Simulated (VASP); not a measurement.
# SnSe2 (P-3m1) in VASP: Born charges and dielectric tensor with LDA

Aim: the Born charges and dielectric tensor of SnSe2 with LDA.

Everything below comes from runs of VASP 6.6.1. Logs are shortened: lines on timing, memory, paths and dates and some standing lists are left out, and cuts for length are marked.

## (1) The crystal as given

Symmetry: P-3m1, No. 164, trigonal system. The conventional cell has a = 3.842 Å, b = 3.842 Å, c = 6.486 Å, α = 90.00°, β = 90.00°, γ = 120.00°. Around Sn (site symmetry -3m) lie 6 Se at 2.72 Å. Se (site symmetry 3m) has 3 Sn at 2.72 Å as nearest neighbours.

The cell is a database's computed one.

## (2) Born charges and dielectric tensor, LDA

The input, INCAR:

```
PREC = Accurate
ENCUT = 600
EDIFF = 1E-8
ISMEAR = 0
SIGMA = 0.02
LREAL = F
LASPH = T
NELM = 80
ALGO = Fast
ISIF = 2
LWAVE = F
LCHARG = F
GGA = CA
LEPSILON = T
IBRION = 8
NSW = 1
```

The input, KPOINTS:

```
Automatic mesh
0
Gamma
  9 9 4
```

The input, POSCAR:

```
SnSe2
1.0
    3.8418991400      0.0000000000      0.0000000000
   -1.9209495700      3.3271822500      0.0000000000
    0.0000000000      0.0000000000      6.4858801000
Sn Se
1 2
Direct
    0.0000000000      0.0000000000      0.0000000000
    0.6666666700      0.3333333300      0.7570988600
    0.3333333300      0.6666666700      0.2429011400
```

Potentials or basis: VASP PAW LDA potentials, release 64 (Sn_d, Se).

Started as:

```bash
> cat potpaw_LDA.64/Sn_d/POTCAR potpaw_LDA.64/Se/POTCAR > POTCAR
> mpirun -np 1 vasp_std > vasp.out
```

OUTCAR:

```text
PREC = Accurate
   ENCUT = 600
   EDIFF = 1E-8
   ISMEAR = 0
   LREAL = F
   LASPH = T
   NELM = 80
   ISIF = 2
   GGA = CA
   LEPSILON = T
   IBRION = 8
   NSW = 1

 ion  position               nearest neighbor table
   1  0.000  0.000  0.000-   2 2.72   3 2.72   3 2.72   2 2.72   2 2.72   3 2.72
   2  0.667  0.333  0.757-   1 2.72   1 2.72   1 2.72
   3  0.333  0.667  0.243-   1 2.72   1 2.72   1 2.72

  LATTYP: Found a hexagonal cell.
 ALAT       =     3.8418991400
 C/A-ratio  =     1.6881963486

  Lattice vectors:

 A1 = (   3.8418991400,   0.0000000000,   0.0000000000)
 A2 = (  -1.9209495700,   3.3271822500,   0.0000000000)
 A3 = (   0.0000000000,   0.0000000000,   6.4858801000)

Analysis of symmetry for initial positions (statically):
=====================================================================
 Subroutine PRICEL returns:
 Original cell was already a primitive cell.

 Routine SETGRP: Setting up the symmetry group for a
 hexagonal supercell.

 Subroutine GETGRP returns: Found 12 space group operations
 (whereof 12 operations were pure point group operations)
 out of a pool of 24 trial point group operations.

The static configuration has the point symmetry D_3d.

Analysis of symmetry for dynamics (positions and initial velocities):
=====================================================================
 Subroutine PRICEL returns:
 Original cell was already a primitive cell.

 Routine SETGRP: Setting up the symmetry group for a
 hexagonal supercell.

 Subroutine GETGRP returns: Found 12 space group operations
 (whereof 12 operations were pure point group operations)
 out of a pool of 24 trial point group operations.

The dynamic configuration has the point symmetry D_3d.

 Subroutine INISYM returns: Found 12 space group operations
 (whereof 12 operations are pure point group operations),
 and found     1 'primitive' translations

----------------------------------------------------------------------------------------

                                     Primitive cell

  volume of cell :      82.9071

  direct lattice vectors                    reciprocal lattice vectors
     3.841899140  0.000000000  0.000000000     0.260287937  0.150277310  0.000000000
    -1.920949570  3.327182250  0.000000000     0.000000000  0.300554621  0.000000000
     0.000000000  0.000000000  6.485880100     0.000000000  0.000000000  0.154181080

  length of vectors
     3.841899140  3.841899137  6.485880100     0.300554621  0.300554621  0.154181080

  position of ions in fractional coordinates (direct lattice)
     0.000000000  0.000000000  0.000000000
     0.666666670  0.333333330  0.757098860
     0.333333330  0.666666670  0.242901140

  ion indices of the primitive-cell ions
   primitive index   ion index
                 1           1
                 2           2
                 3           3

----------------------------------------------------------------------------------------

 KPOINTS: Automatic mesh

Automatic generation of k-mesh.
 Grid dimensions read from file:
 generate k-points for:    9    9    4

 Generating k-lattice:

  Cartesian coordinates                     Fractional coordinates (reciprocal lattice)
     0.028920882  0.016697479  0.000000000     0.111111111  0.000000000  0.000000000
     0.000000000  0.033394958  0.000000000     0.000000000  0.111111111  0.000000000
     0.000000000  0.000000000  0.038545270     0.000000000  0.000000000  0.250000000

  Length of vectors
     0.033394958  0.033394958  0.038545270

  Shift w.r.t. Gamma in fractional coordinates (k-lattice)
     0.000000000  0.000000000  0.000000000

 Subroutine IBZKPT returns following result:
 ===========================================

 Found     43 irreducible k-points:
[... 613 lines left out ...]
           0.000000    13.059560     0.000000
           0.000000     0.000000    11.178204
 ------------------------------------------------------

 Free energy of the ion-electron system (eV)
  ---------------------------------------------------
  ---------------------------------------------------
  free energy    TOTEN  =        -2.71105692 eV

  energy without entropy =       -2.71105692

------------------------ aborting loop because EDIFF is reached ----------------------------------------

--------------------------------------- Ionic step        2  -------------------------------------------

------------------------ aborting loop because EDIFF is reached ----------------------------------------

--------------------------------------- Ionic step        3  -------------------------------------------

------------------------ aborting loop because EDIFF is reached ----------------------------------------

 PIEZOELECTRIC TENSOR FIELD DIRECTION 3  (e Angst)
 -----------------------------------------------------------------------------
     0.00297 -0.00000 -0.00000           (  0.00002 -0.00000  0.00000)
    -0.00000  0.00297  0.00000           (  0.00000  0.00002  0.00000)
    -0.00000  0.00000 -0.00824           (  0.00000  0.00000 -0.00002)

 PIEZOELECTRIC TENSOR FIELD DIRECTION 3  (C/m^2)
 -----------------------------------------------------------------------------
     0.00057 -0.00000 -0.00000
    -0.00000  0.00057  0.00000
    -0.00000  0.00000 -0.00159

--------------------------------------- Ionic step        4  -------------------------------------------

------------------------ aborting loop because EDIFF is reached ----------------------------------------

[... ionic steps 5 to 5 ...]

--------------------------------------- Ionic step        6  -------------------------------------------

------------------------ aborting loop because EDIFF is reached ----------------------------------------

--------------------------------------- Ionic step        7  -------------------------------------------

------------------------ aborting loop because EDIFF is reached ----------------------------------------

[... ionic steps 8 to 8 ...]

--------------------------------------- Ionic step        9  -------------------------------------------

 Free energy of the ion-electron system (eV)
  ---------------------------------------------------
  ---------------------------------------------------
  free energy    TOTEN  =        -0.09908454 eV

  energy without entropy =       -0.09908454

------------------------ aborting loop because EDIFF is reached ----------------------------------------

 INTERNAL STRAIN TENSOR  FOR ION    2  DIRECTION 3   (eV/Angst):
 -----------------------------------------------------------------------------
     5.60649 -0.00000 -0.00000
    -0.00000  5.60649 -0.00000
     0.00000  0.00000 14.59475

 MACROSCOPIC STATIC DIELECTRIC TENSOR (including local field effects in DFT)
 ------------------------------------------------------
          12.212269     0.000000     0.000000
          -0.000000    12.212269     0.000000
           0.000000    -0.000000     7.968296
 ------------------------------------------------------

 PIEZOELECTRIC TENSOR (including local field effects)  for field in x, y, z        (e  Angst)
          XX          YY          ZZ          XY          YZ          ZX
  --------------------------------------------------------------------------------
  x     0.00000     0.00000     0.00000     0.00000     0.00000     0.00000
  y     0.00000     0.00000     0.00000     0.00000     0.00000     0.00000
  z     0.00000     0.00000     0.00000     0.00000     0.00000     0.00000

 PIEZOELECTRIC TENSOR (including local field effects)  for field in x, y, z        (C/m^2)
          XX          YY          ZZ          XY          YZ          ZX
  --------------------------------------------------------------------------------
  x     0.00000     0.00000     0.00000     0.00000     0.00000     0.00000
  y     0.00000     0.00000     0.00000     0.00000     0.00000     0.00000
  z     0.00000     0.00000     0.00000     0.00000     0.00000     0.00000

 BORN EFFECTIVE CHARGES (including local field effects) (in |e|, cummulative output)
 ---------------------------------------------------------------------------------
 ion    1
    1     5.08164     0.00000     0.00000
    2     0.00000     5.08164    -0.00000
    3    -0.00000    -0.00000     1.63324
 ion    2
    1    -2.54082     0.00000     0.00000
    2     0.00000    -2.54082    -0.00000
    3     0.00000     0.00000    -0.81662
 ion    3
    1    -2.54082     0.00000     0.00000
    2     0.00000    -2.54082    -0.00000
    3     0.00000     0.00000    -0.81662

 INTERNAL STRAIN TENSOR FOR ION    3 for displacements in x,y,z  (eV/Angst):
          X           Y           Z          XY          YZ          ZX
  --------------------------------------------------------------------------------
  x     0.00000     0.00000     0.00000     0.53688    -0.00000    -5.56979
  y     0.53688    -0.53688     0.00000     0.00000    -4.23568     0.00000
  z    -5.60649    -5.60649   -14.59475    -0.00000     0.00000     0.00000

 SECOND DERIVATIVES (NOT SYMMETRIZED)
 ------------------------------------
               1X          1Y          1Z          2X          2Y          2Z          3X          3Y          3Z
  1X    -4.847963    0.000000    0.000000    2.423981    0.000000    0.000000    2.423981    0.000000    0.000000
  1Y     0.000000   -4.847963    0.000000    0.000000    2.423981    0.000000    0.000000    2.423981    0.000000
  1Z     0.000000    0.000000  -14.620407    0.000000    0.000000    7.310203   -0.000000    0.000000    7.310203
  2X     2.444855    0.000000    0.000000   -3.018424    0.000000    0.000000    0.573568    0.000000    0.000000
  2Y     0.000000    2.444855    0.000000    0.000000   -3.018424    0.000000    0.000000    0.573568   -0.000000
  2Z     0.000000    0.000000    7.309751    0.000000   -0.000000   -8.161394    0.000000   -0.000000    0.851643
  3X     2.444855    0.000000    0.000000    0.573568    0.000000    0.000000   -3.018424    0.000000    0.000000
  3Y     0.000000    2.444855    0.000000    0.000000    0.573568   -0.000000    0.000000   -3.018424    0.000000
  3Z     0.000000    0.000000    7.309751    0.000000   -0.000000    0.851643    0.000000   -0.000000   -8.161394

 Eigenvectors and eigenvalues of the dynamical matrix
 ----------------------------------------------------

   1 f  =    7.261262 THz    45.623854 2PiTHz  242.209627 cm-1    30.030153 meV
             X         Y         Z           dx          dy          dz
      0.000000  0.000000  0.000000     0.000000   -0.000000   -0.755570
      1.920950  1.109061  4.910452     0.000000   -0.000000    0.463203
     -0.000000  2.218122  1.575428    -0.000000    0.000000    0.463203
[... 43 lines left out ...]
   9 f/i=    0.008895 THz     0.055887 2PiTHz    0.296693 cm-1     0.036785 meV
             X         Y         Z           dx          dy          dz
      0.000000  0.000000  0.000000    -0.656667   -0.004435   -0.000000
      1.920950  1.109061  4.910452    -0.533265   -0.003601   -0.000000
     -0.000000  2.218122  1.575428    -0.533265   -0.003601   -0.000000

--------------------------------------------------------------------------------------------------------

 MACROSCOPIC STATIC DIELECTRIC TENSOR IONIC CONTRIBUTION
 ------------------------------------------------------
          11.592439     0.000000     0.000000
           0.000000    11.592439     0.000000
           0.000000     0.000000     0.398221
 ------------------------------------------------------

 ELASTIC MODULI CONTR FROM IONIC RELAXATION (kBar)
 Direction    XX          YY          ZZ          XY          YZ          ZX
 --------------------------------------------------------------------------------
 XX        -137.8922   -131.6892   -350.8857     -0.0000     24.4691      0.0000
 YY        -131.6892   -137.8922   -350.8857     -0.0000    -24.4691      0.0000
 ZZ        -350.8857   -350.8857   -913.4220     -0.0000      0.0000      0.0000
 XY          -0.0000     -0.0000     -0.0000     -3.1015      0.0000     32.1761
 YZ          24.4691    -24.4691      0.0000      0.0000   -193.0460     -0.0000
 ZX           0.0000      0.0000      0.0000     32.1761     -0.0000   -333.8034
 --------------------------------------------------------------------------------

 PIEZOELECTRIC TENSOR IONIC CONTR  for field in x, y, z        (C/m^2)
          XX          YY          ZZ          XY          YZ          ZX
  --------------------------------------------------------------------------------
  x    -0.00000     0.00000    -0.00000    -0.00000     0.00000     0.00000
  y     0.00000    -0.00000    -0.00000    -0.00000    -0.00000     0.00000
  z     0.00000     0.00000     0.00000    -0.00000     0.00000     0.00000
```

It took 21 min on 1 thread of Intel Xeon Platinum 8559C (Emerald Rapids), shared host; peak memory 0.75 GiB.

What came out:

| Quantity | Value |
| --- | --- |
| Band gap on the k mesh | 0.67 eV, indirect (least direct gap 1.04 eV) |
| Electronic dielectric tensor (diagonal) | 12.21, 12.21, 7.97 |
| Born charges (mean of the diagonal) | Sn +3.93; Se -1.97 e |
| Highest phonon frequency at Γ, LO-TO splitting left out | 242 cm⁻¹ |

Phonon frequencies in cm⁻¹ (negative: imaginary):
```csv
q point,frequencies
"(0.000, 0.000, 0.000)",0 0 0 111 111 140 140 176 242
```

Electronic dielectric tensor:
```
12.21  0.00  0.00
 0.00 12.21  0.00
 0.00  0.00  7.97
```

Born effective charge tensors (e):
atom 1, Sn
```
5.08 0.00 0.00
0.00 5.08 0.00
0.00 0.00 1.63
```
atom 2, Se
```
-2.54  0.00  0.00
 0.00 -2.54  0.00
 0.00  0.00 -0.82
```
atom 3, Se
```
-2.54  0.00  0.00
 0.00 -2.54  0.00
 0.00  0.00 -0.82
```

Caveat: the gap is small at this level, which inflates the dielectric constant; spin-orbit coupling is left out, which moves the levels of the heavy elements; an odd mesh through Γ misses points on the zone boundary, where band edges often lie.
